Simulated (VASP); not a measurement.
Here is a VASP 6.6.1 calculation.

Contents of INCAR:

```
PREC     = Accurate       # precision mode
ENCUT    = 520            # plane-wave cutoff, eV
EDIFF    = 1E-6           # SCF threshold, eV
ISMEAR   = 0              # smearing method
SIGMA    = 0.1            # smearing width, eV
LREAL    = False          # projectors in reciprocal space
LASPH    = True           # aspherical terms in the spheres
NELM     = 100            # most SCF steps
ALGO     = Fast           # electronic algorithm
ISIF     = 2              # what is computed and relaxed
LWAVE    = False          # write WAVECAR
LCHARG   = False          # write CHGCAR
GGA      = PE             # functional
NBANDS   = 10             # bands
```

File KPOINTS:

```
regular mesh
0
Gamma
  12 12 14
```

POSCAR

```
I
1.0
   -1.4641303070      1.6253400494      4.3797019275
    1.6253400494     -1.4641303070      4.3797019275
    1.6582250270      1.6582250270     -4.3185620907
I
1
Direct
    0.0000000000      0.0000000000      0.0000000000
```

Potentials or basis: VASP PAW PBE potentials, release 64 (I).

The run is started by

```bash
$ cat potpaw_PBE.64/I/POTCAR > POTCAR
$ mpirun -np 1 vasp_std > vasp.out
```

Q: Predict the band gap on the k mesh.

A: None (metal or under the smearing width).

Q: Estimate the pressure.

A: -1.0 GPa.

Stress tensor (GPa, compression positive):
```
-1.50 -0.41 -0.06
-0.41 -1.50 -0.06
-0.06 -0.06  0.14
```

Caveat: an odd number of electrons without spin polarisation forces a metal; a magnetic or distorted state may lie lower. The run has no spin-orbit coupling, so splittings on I are missing.
